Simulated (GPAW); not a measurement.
Runs of GPAW 26.7.0 on Sn. It takes space group Im-3m (No. 229, cubic). Conventional cell: a = 3.789 Å, b = 3.789 Å, c = 3.789 Å, α = 90.00°, β = 90.00°, γ = 90.00°. Around Sn (site symmetry m-3m) lie 8 Sn at 3.28 Å. This isn't the form of Sn at room conditions, which is tetragonal (white tin).

```tsv
task	level	potentials or basis	cell	smearing	optimizer	fmax	max steps	convergence	eigensolver	gap on the mesh (eV)	pressure (GPa)	relaxed volume (Å³/atom)
single point	LDA	the program's PAW data sets (release 1.2.1) made for this functional, pw	as given	gaussian 0.02 eV	-	-	-	-	-	none	(a)	-
relaxation of cell and atoms	PBEsol	PAW data sets generated in the run's folder for this functional, pw	relaxed	fermi-dirac 0.05 eV	BFGS	0.02 eV/Å	60	density=1e-05 forces=0.0001	-	none	0.0	25.85
relaxation of cell and atoms	PBEsol+D3	PAW data sets generated in the run's folder for this functional, pw	relaxed	fermi-dirac 0.05 eV	BFGS	0.02 eV/Å	60	density=1e-05 forces=0.0001	-	none	0.0	(b)
relaxation of cell and atoms	PBEsol+D4	PAW data sets generated in the run's folder for this functional, pw	relaxed	fermi-dirac 0.05 eV	BFGS	0.02 eV/Å	60	density=1e-05 forces=0.0001	-	none	0.0	25.14
relaxation of cell and atoms	BLYP	PAW data sets generated in the run's folder for this functional, pw	relaxed	fermi-dirac 0.05 eV	BFGS	0.02 eV/Å	60	density=1e-05 forces=0.0001	davidson	none	0.0	30.64
band structure	PBEsol	PAW data sets generated in the run's folder for this functional, pw	as given	fermi-dirac 0.05 eV	-	-	-	-	-	-	-2.4	-
relaxation of cell and atoms	LDA	the program's PAW data sets (release 1.2.1) made for this functional, pw	relaxed	fermi-dirac 0.05 eV	BFGS	0.02 eV/Å	60	density=1e-05 forces=0.0001	-	none	0.0	25.21
```

Alike in all rows: no spin polarisation; k mesh 10 × 10 × 10; cutoff (eV) 600.

**Question.** Estimate the missing entries.

**Answer.** (a) -3.6; (b) 25.27.

Caveats: later steps reuse the first step's grids (some runs); pairwise dispersion overbinds metals, which lowers pressure and volume (some runs).

A k mesh can miss the band edges, and the runs leave out spin-orbit coupling on Sn.

A gap of «none» marks a metal or a gap under the smearing width.

Not every run made on this cell is shown here.
